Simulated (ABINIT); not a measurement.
**BAs (F-43m): G0W0 in ABINIT against the bands in the self-energy**

Wanted: the cheapest bands in the self-energy that holds the gap of BAs (F-43m).

Main program and level: ABINIT 10.8.3; PBE and many-body steps on it, plane waves.

## 1. The starting structure

The structure is cubic, space group F-43m (No. 216). Conventional cell: a = 4.777 Å, b = 4.777 Å, c = 4.777 Å, α = 90.00°, β = 90.00°, γ = 90.00°. B has 4 As at 2.07 Å nearest. Nearest to As lie 4 B at 2.07 Å. Farther neighbours are not listed.

The cell and positions come from the Crystallography Open Database and are kept as given unless a step says otherwise.

## 2. Screening, 6×6×6 mesh, 253 bands, screening to 326.5 eV

This step: ABINIT 10.8.3; RPA screening on PBE, plane waves, norm-conserving pseudopotentials.

The RPA dielectric matrix is built and inverted for each q.

Input file run.abi:

```
acell 3*1.0 Angstrom
rprim 
  -0.000000000000 2.388500000000 2.388500000000
  2.388500000000 -0.000000000000 2.388500000000
  2.388500000000 2.388500000000 -0.000000000000
ntypat 2
znucl 5 33
natom 2
typat 1 2
xred 
  0.000000000000 0.000000000000 0.000000000000
  0.250000000000 0.250000000000 0.250000000000
pp_dirpath "pseudos"
pseudos "B.upf, As.upf"
ecut 38
ngkpt 6 6 6
nshiftk 1
shiftk 0 0 0
kptopt 1
chksymbreak 0
istwfk *1
occopt 1
irdwfk 1
optdriver 3
nband 253
ecuteps 12
inclvkb 2
awtr 1
symchi 1
indata_prefix "in"
outdata_prefix "out"
tmpdata_prefix "tmp"
```

Launch:

```
OMP_NUM_THREADS=1 mpirun -n 4 abinit run.abi > log
```

The log of the run:

```text
.Version 10.8.3 of ABINIT. v10.8.2 released Aug 2026.

 Symmetries : space group F-4 3 m (#216); Bravais cF (face-center cubic)
[... echo of the input left out ...]
== DATASET  1 ==================================================================
-   mpi_nproc: 4, omp_nthreads: 1 (-1 if OMP is not activated)

--- !DatasetInfo
iteration_state: {dtset: 1, }
dimensions: {natom: 2, nkpt: 16, mband: 253, nsppol: 1, nspinor: 1, nspden: 1, mpw: 2085, }
cutoff_energies: {ecut:  38.0, pawecutdg:  -1.0, }
electrons: {nelect:   1.80000000E+01, charge:   0.00000000E+00, occopt:   1.00000000E+00, tsmear:   1.00000000E-02, }

 SCREENING: Calculation of the susceptibility and dielectric matrices

 Based on a program developped by R.W. Godby, V. Olevano, G. Onida, and L. Reining.
 Incorporated in ABINIT by V. Olevano, G.-M. Rignanese, and M. Torrent.
.Using double precision arithmetic ; gwpc =  8

[... cell and pseudopotentials left out ...]
--------------------------------------------------------------------------------

 ==== K-mesh for the wavefunctions ====
 Number of points in the irreducible wedge :    16
[... list of points left out ...]
 Together with 24 symmetry operations and time-reversal symmetry
 yields   216 points in the full Brillouin Zone.

 ==== Q-mesh for the screening function ====
 Number of points in the irreducible wedge :    16
[... list of points left out ...]
 Together with 24 symmetry operations and time-reversal symmetry
 yields   216 points in the full Brillouin Zone.

 setmesh: FFT mesh size selected  =    27x   27x   27
          total number of points  =        19683

 vcoul_init : cutoff-mode = AUXILIARY_FUNCTION
 q-points for optical limit:   1
     1)      0.000010    0.000020    0.000030

- screening: taking advantage of time-reversal symmetry
- Maximum band index for partially occupied states nbvw = 9
- Remaining bands to be divided among processors   nbcw = 244
- Number of bands treated by each node ~61

 Number of electrons calculated from density =   18.0000; Expected =   18.0000
 average of density, n =  0.097875
 r_s =    1.3461
 omega_plasma =   30.1780 [eV]

 calculating chi0 at frequencies [eV] :
  1    0.000000E+00    0.000000E+00
  2    0.000000E+00    3.017802E+01

--------------------------------------------------------------------------------
  q-point number  1        q = ( 0.000000, 0.000000, 0.000000) [r.l.u.]
--------------------------------------------------------------------------------
[... chi0 elements left out ...]
 For q-point:  0.000010 0.000020 0.000030
  dielectric constant =  10.4890
  dielectric constant without local fields =  11.4890

  Average fulfillment of the sum rule on Im[epsilon] for q-point    1 :    123.09  [%]
[... wings left out ...]
  q-point number  2        q = ( 0.166667, 0.000000, 0.000000) [r.l.u.]
--------------------------------------------------------------------------------
[... chi0 elements left out ...]
  Average fulfillment of the sum rule on Im[epsilon] for q-point    2 :    153.60  [%]

 [... 14 further q-points ...]
```

Elapsed: 7.5 min, on 4 MPI ranks of Arm Neoverse V1, shared host; peak memory 2 GiB; 30 min of CPU time.

Numbers from this step:

```yaml
eps_infinity_with_local_fields_on_this_mesh_along_the_program_s_q_direction: 10.49
the_same_without_local_fields: 11.49
plasma_frequency: 30.18 eV
plane_waves_in_the_screening_matrix: 339
```

Local fields lower ε∞ by 9 %.

## 3. 17 bands

This step: G0W0 on PBE, plane waves, norm-conserving pseudopotentials.

run.abi: that of step 2 with these lines changed.

```diff
@@ -23,8 +23,17 @@
 irdwfk 1
-optdriver 3
-nband 253
+optdriver 4
+nband 17
+gwcalctyp 0
+ecutsigx 38
+symsigma 1
+nkptgw 2
+kptgw 
+  0.0000000000 0.0000000000 0.0000000000
+  0.3333333333 0.3333333333 0.0000000000
+bdgw 
+  7 12
+  8 11
 ecuteps 12
-inclvkb 2
-awtr 1
-symchi 1
+irdscr 1
+ppmodel 1
 indata_prefix "in"
```

The log of the run:

```text
.Version 10.8.3 of ABINIT. v10.8.2 released Aug 2026.

 Symmetries : space group F-4 3 m (#216); Bravais cF (face-center cubic)
[... echo of the input left out ...]
== DATASET  1 ==================================================================
-   mpi_nproc: 4, omp_nthreads: 1 (-1 if OMP is not activated)

--- !DatasetInfo
iteration_state: {dtset: 1, }
dimensions: {natom: 2, nkpt: 16, mband: 17, nsppol: 1, nspinor: 1, nspden: 1, mpw: 2085, }
cutoff_energies: {ecut:  38.0, pawecutdg:  -1.0, }
electrons: {nelect:   1.80000000E+01, charge:   0.00000000E+00, occopt:   1.00000000E+00, tsmear:   1.00000000E-02, }

 SIGMA: Calculation of the GW corrections

 Based on a program developped by R.W. Godby, V. Olevano, G. Onida, and L. Reining.
 Incorporated in ABINIT by V. Olevano, G.-M. Rignanese, and M. Torrent.
.Using double precision arithmetic ; gwpc =  8

[... cell and pseudopotentials left out ...]
--------------------------------------------------------------------------------

 ==== K-mesh for the wavefunctions ====
 Number of points in the irreducible wedge :    16
[... list of points left out ...]
 Together with 24 symmetry operations and time-reversal symmetry
 yields   216 points in the full Brillouin Zone.

 ==== Q-mesh for screening function ====
 Number of points in the irreducible wedge :    16
[... list of points left out ...]
 Together with 24 symmetry operations and time-reversal symmetry
 yields   216 points in the full Brillouin Zone.

 vcoul_init : cutoff-mode = AUXILIARY_FUNCTION
 q-points for optical limit:   1
     1)      0.000010    0.000020    0.000030
 setmesh: FFT mesh size selected  =    36x   36x   36
          total number of points  =        46656

 Number of electrons calculated from density =   18.0000; Expected =   18.0000
 average of density, n =  0.097875
 r_s =    1.3461
 omega_plasma =   30.1780 [eV]

 === KS Band Gaps ===
  >>>> For spin  1
   Minimum direct gap =   3.2922 [eV], located at k-point      :   0.0000  0.0000  0.0000
   Fundamental gap    =   1.2941 [eV], Top of valence bands at :   0.0000  0.0000  0.0000
                                       Bottom of conduction at :   0.3333  0.3333  0.0000
 SIGMA fundamental parameters:
 PLASMON POLE MODEL  1
 number of plane-waves for SigmaX                 2085
 number of plane-waves for SigmaC and W            339
 number of plane-waves for wavefunctions          2085
 number of bands                                    17
 number of independent spin polarizations            1
 number of spinorial components                      1
 number of k-points in IBZ                          16
 number of q-points in IBZ                          16
 number of symmetry operations                      24
 number of k-points in BZ                          216
 number of q-points in BZ                          216
 number of frequencies for dSigma/dE                 9
 frequency step for dSigma/dE [eV]                0.25
 number of omega for Sigma on real axis              0
 max omega for Sigma on real axis  [eV]           0.00
 zcut for avoiding poles [eV]                     0.10

 EPSILON^-1 parameters (SCR file):
 dimension of the eps^-1 matrix on file            339
 dimension of the eps^-1 matrix used               339
 number of plane-waves for wavefunctions          2085
 number of bands                                   253
 number of q-points in IBZ                          16
 number of frequencies                               2
 number of real frequencies                          1
 number of imag frequencies                          1

 matrix elements of self-energy operator (all in [eV])

 Perturbative Calculation

--- !SelfEnergy_ee
iteration_state: {dtset: 1, }
kpoint     : [   0.000,    0.000,    0.000, ]
spin       : 1
KS_gap     :    3.292
QP_gap     :    4.147
Delta_QP_KS:    0.855
data: !SigmaeeData |
     Band     E0 <VxcDFT>   SigX SigC(E0)      Z dSigC/dE  Sig(E)    E-E0       E
        7   6.564 -13.701 -15.543   2.260   0.819  -0.221 -13.359   0.343   6.907
        8   6.564 -13.701 -15.543   2.260   0.819  -0.221 -13.359   0.343   6.907
        9   6.564 -13.701 -15.543   2.260   0.819  -0.221 -13.359   0.343   6.907
       10   9.857 -12.550  -8.416  -2.679   0.823  -0.215 -11.353   1.197  11.054
       11   9.857 -12.550  -8.416  -2.679   0.823  -0.215 -11.353   1.197  11.054
       12   9.857 -12.550  -8.416  -2.679   0.823  -0.215 -11.353   1.197  11.054

--- !SelfEnergy_ee
iteration_state: {dtset: 1, }
kpoint     : [   0.333,    0.333,    0.000, ]
spin       : 1
KS_gap     :    4.745
QP_gap     :    5.896
Delta_QP_KS:    1.151
data: !SigmaeeData |
     Band     E0 <VxcDFT>   SigX SigC(E0)      Z dSigC/dE  Sig(E)    E-E0       E
        8   3.114 -12.780 -16.164   3.217   0.804  -0.243 -12.915  -0.135   2.979
        9   3.114 -12.780 -16.164   3.217   0.804  -0.243 -12.915  -0.135   2.979
       10   7.859 -11.353  -7.290  -2.835   0.827  -0.209 -10.337   1.016   8.875
       11   9.721 -10.888  -6.139  -3.396   0.828  -0.207  -9.767   1.121  10.842

== END DATASET(S) ==============================================================
================================================================================

 -outvars: echo values of variables after computation  --------
           etotal      0.0000000000E+00
            nband          17
             nkpt          16
          spgroup         216
 [... the other variables as echoed above ...]

 Calculation completed.
```

Elapsed: 11 s, on 4 MPI ranks; peak memory 0.88 GiB.

This step gave:

- G0W0 gap on the points computed: 1.968 eV
- starting gap on the mesh: 1.294 eV
- k of the valence top: 0, 0, 0
- k of the conduction bottom: 0.3333, 0.3333, 0
- Z at the valence top: 0.819
- Z at the conduction bottom: 0.827
- least direct G0W0 gap on the computed points: 4.147 eV

## 4. 30 bands

run.abi: that of step 3 with these lines changed.

```diff
@@ -24,3 +24,3 @@
 optdriver 4
-nband 17
+nband 30
 gwcalctyp 0
```

The log of the run:

```text
.Version 10.8.3 of ABINIT. v10.8.2 released Aug 2026.

 Symmetries : space group F-4 3 m (#216); Bravais cF (face-center cubic)
[... echo of the input left out ...]
== DATASET  1 ==================================================================
-   mpi_nproc: 4, omp_nthreads: 1 (-1 if OMP is not activated)

--- !DatasetInfo
iteration_state: {dtset: 1, }
dimensions: {natom: 2, nkpt: 16, mband: 30, nsppol: 1, nspinor: 1, nspden: 1, mpw: 2085, }
cutoff_energies: {ecut:  38.0, pawecutdg:  -1.0, }
electrons: {nelect:   1.80000000E+01, charge:   0.00000000E+00, occopt:   1.00000000E+00, tsmear:   1.00000000E-02, }

 SIGMA: Calculation of the GW corrections

 Based on a program developped by R.W. Godby, V. Olevano, G. Onida, and L. Reining.
 Incorporated in ABINIT by V. Olevano, G.-M. Rignanese, and M. Torrent.
.Using double precision arithmetic ; gwpc =  8

[... cell and pseudopotentials left out ...]
--------------------------------------------------------------------------------

 ==== K-mesh for the wavefunctions ====
 Number of points in the irreducible wedge :    16
[... list of points left out ...]
 Together with 24 symmetry operations and time-reversal symmetry
 yields   216 points in the full Brillouin Zone.

 ==== Q-mesh for screening function ====
 Number of points in the irreducible wedge :    16
[... list of points left out ...]
 Together with 24 symmetry operations and time-reversal symmetry
 yields   216 points in the full Brillouin Zone.

 vcoul_init : cutoff-mode = AUXILIARY_FUNCTION
 q-points for optical limit:   1
     1)      0.000010    0.000020    0.000030
 setmesh: FFT mesh size selected  =    36x   36x   36
          total number of points  =        46656

 Number of electrons calculated from density =   18.0000; Expected =   18.0000
[...]
number of omega for Sigma on real axis              0
 max omega for Sigma on real axis  [eV]           0.00
 zcut for avoiding poles [eV]                     0.10

 EPSILON^-1 parameters (SCR file):
 dimension of the eps^-1 matrix on file            339
 dimension of the eps^-1 matrix used               339
 number of plane-waves for wavefunctions          2085
 number of bands                                   253
 number of q-points in IBZ                          16
 number of frequencies                               2
 number of real frequencies                          1
 number of imag frequencies                          1

 matrix elements of self-energy operator (all in [eV])

 Perturbative Calculation

--- !SelfEnergy_ee
iteration_state: {dtset: 1, }
kpoint     : [   0.000,    0.000,    0.000, ]
spin       : 1
KS_gap     :    3.292
QP_gap     :    4.074
Delta_QP_KS:    0.782
data: !SigmaeeData |
     Band     E0 <VxcDFT>   SigX SigC(E0)      Z dSigC/dE  Sig(E)    E-E0       E
        7   6.564 -13.701 -15.543   1.449   0.810  -0.235 -14.019  -0.317   6.247
        8   6.564 -13.701 -15.543   1.449   0.810  -0.235 -14.019  -0.317   6.247
        9   6.564 -13.701 -15.543   1.449   0.810  -0.235 -14.019  -0.317   6.247
[...]
--- !SelfEnergy_ee
iteration_state: {dtset: 1, }
kpoint     : [   0.333,    0.333,    0.000, ]
spin       : 1
KS_gap     :    4.745
QP_gap     :    5.848
Delta_QP_KS:    1.103
data: !SigmaeeData |
     Band     E0 <VxcDFT>   SigX SigC(E0)      Z dSigC/dE  Sig(E)    E-E0       E
[...]
10   7.859 -11.353  -7.290  -3.533   0.819  -0.221 -10.919   0.435   8.293
       11   9.721 -10.888  -6.139  -4.150   0.818  -0.222 -10.398   0.490  10.211

== END DATASET(S) ==============================================================
================================================================================

 -outvars: echo values of variables after computation  --------
           etotal      0.0000000000E+00
            nband          30
             nkpt          16
          spgroup         216
 [... the other variables as echoed above ...]

 Calculation completed.
```

It took 15 s on 4 MPI ranks; peak memory 0.95 GiB.

Numbers from this step:

| Property | Result |
| --- | --- |
| G0W0 gap on the points computed | 2.046 eV |
| starting gap on the mesh | 1.294 eV |
| k of the valence top | 0, 0, 0 |
| k of the conduction bottom | 0.3333, 0.3333, 0 |
| Z at the valence top | 0.81 |
| Z at the conduction bottom | 0.819 |
| least direct G0W0 gap on the computed points | 4.074 eV |

(Continued in part 2 of 2.)

[Paths, hosts, dates, memory and timing lines, banners, echoed tables and standing remarks are left out of the program output.]

[Logs are printed without paths, hosts, clocks, repeated set-up lines and the standing remarks that a program may print on its own settings, such as how far it seeks lower states.]

[Runs of the session that timed out or met a known fault of the program may be left out.]

[Hosts, paths, dates, database ids (printed as entryN), source tags and the programs' standing remarks are cut or masked in the printed files.]

[G0W0 gaps are taken among the corrected bands and points alone; a level outside them can change the order at an edge.]

[Where Ansatz stands beside ABINIT at settings called matched, ABINIT's density can come from a denser mesh and the files from another edition; pairs whose starting gaps differed by over 0.03 eV were left out, so agreement reads better than it is.]
